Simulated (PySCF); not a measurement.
Write an ASE script for PySCF 2.14.0 that does the following.

| Item | Value |
| --- | --- |
| Task | atomic charges |
| Functional | HF |
| Potentials or basis | DZVP-MOLOPT-MGGA/GTH-MGGA (UZH) (potentials made for SCAN) |
| k mesh | 2 × 2 × 2 |
| Occupations | fixed |
| Spin | no spin polarisation |
| Density cutoff | 56 Ha |
| Exponents discarded below (exp_to_discard) | 0.02 1/bohr^2 |
| Potentials | Pb GTH-MGGA-q4, S GTH-MGGA-q6 |
| conv_tol | 1e-07 Ha |
| max_cycle | 60 |
| exxdiv | ewald |
| Coulomb method | range-separated Gaussian density fitting |

The structure of PbS (Galena) lies in PbS.cif:

```cif
data_PbS
_cell_length_a 4.19420387
_cell_length_b 4.19420387
_cell_length_c 4.19420387
_cell_angle_alpha 60.00000000
_cell_angle_beta 60.00000000
_cell_angle_gamma 60.00000000
_space_group_name_H-M_alt 'P1'
_space_group_name_Hall 'P 1'
_space_group_IT_number 1
loop_
_space_group_symop_operation_xyz
'x,y,z'
loop_
_atom_site_label
_atom_site_type_symbol
_atom_site_symmetry_multiplicity
_atom_site_Wyckoff_symbol
_atom_site_fract_x
_atom_site_fract_y
_atom_site_fract_z
_atom_site_occupancy
Pb1 Pb 1 a 0.0000000000 0.0000000000 0.0000000000 1
S1 S 1 a 0.5000000000 0.5000000000 0.5000000000 1
```

The input as run:

run.py

```python
import json
import numpy as np
from pyscf.pbc import gto, scf, dft, df
from pyscf.pbc.tools import pyscf_ase
from ase.io import read

atoms = read('PbS.cif')
cell = pyscf_ase.cell_from_ase(atoms)
cell.basis = {'Pb': 'DZVP-MOLOPT-MGGA-GTH-q4', 'S': 'DZVP-MOLOPT-MGGA-GTH-q6'}
cell.pseudo = {'Pb': 'GTH-MGGA-q4', 'S': 'GTH-MGGA-q6'}
cell.ke_cutoff = 56  # hartree
cell.exp_to_discard = 0.02
cell.precision = 1e-08
cell.max_memory = 5040  # MB
cell.verbose = 4
cell.build()

res = {}
kpts = cell.make_kpts([2, 2, 2])
mf = scf.KRHF(cell, kpts, exxdiv='ewald')
mf = mf.rs_density_fit()
mf.with_df._cderi_to_save = 'cderi.h5'
mf.with_df.build(j_only=False)
mf.conv_tol = 1e-07
mf.max_cycle = 60

mf.kernel()
res.update(converged=bool(mf.converged), e_tot=mf.e_tot, nelec=cell.nelectron, nao=cell.nao, mesh=list(map(int, cell.mesh)), a=cell.lattice_vectors().tolist(), coords=cell.atom_coords().tolist(),
           mo_energy=[np.real(x).tolist() for x in mf.mo_energy], mo_occ=[np.real(x).tolist() for x in mf.mo_occ])
res.update(kpts=cell.get_scaled_kpts(kpts).tolist())
res['parts'] = {k: float(np.real(v)) for k, v in mf.scf_summary.items() if np.isscalar(v)}
json.dump(res, open('results.json', 'w'))
if not mf.converged:
    raise SystemExit('SCF not converged')

print('levels (eV)')
for i, kp in enumerate(res['kpts'][:40]):
    print('k %7.4f %7.4f %7.4f  ' % tuple(kp), ' '.join('%.3f' % (x * 27.211386) for x in res['mo_energy'][i][:10]))

# Mulliken populations
dm, s = np.asarray(mf.make_rdm1()), np.asarray(mf.get_ovlp())
sites = cell.aoslice_by_atom()[:, 2:]
tot = np.einsum('kij,kji->i', dm, s).real / len(kpts)
res['mulliken'] = [cell.atom_charge(i) - tot[a0:a1].sum() for i, (a0, a1) in enumerate(sites)]
print('Mulliken charges', np.round(res['mulliken'], 5))
res['meta_lowdin'] = mf.mulliken_meta()[1].tolist()
res['done'] = True
json.dump(res, open('results.json', 'w'))
```

Potentials or basis: DZVP-MOLOPT-MGGA/GTH-MGGA (UZH) (potentials made for SCAN).

Launch:

```console
$ OMP_NUM_THREADS=4 python -u run.py > log
```

It gave:

```yaml
Band_gap_on_the_k_mesh: 6.88 eV, direct
Meta-löwdin_charges: Pb +0.81; S -0.81 e
```

Caveat: the k mesh is coarse (spacing up to 0.92 Å⁻¹), so the values aren't converged, least of all with exact exchange; on so small a mesh gaps with full-range exact exchange can be off by tenths of an eV to over 1 eV; population charges move with the basis; spin-orbit coupling is left out, which as a rule narrows the gap of such compounds by several tenths of an eV; the basis of atomic orbitals isn't converged, which shifts pressures, moduli and gaps.

Run time: 43 s on 4 threads of Intel(R) Xeon(R) Platinum 8488C (Sapphire Rapids), on a shared host, peak memory 0.26 GiB.
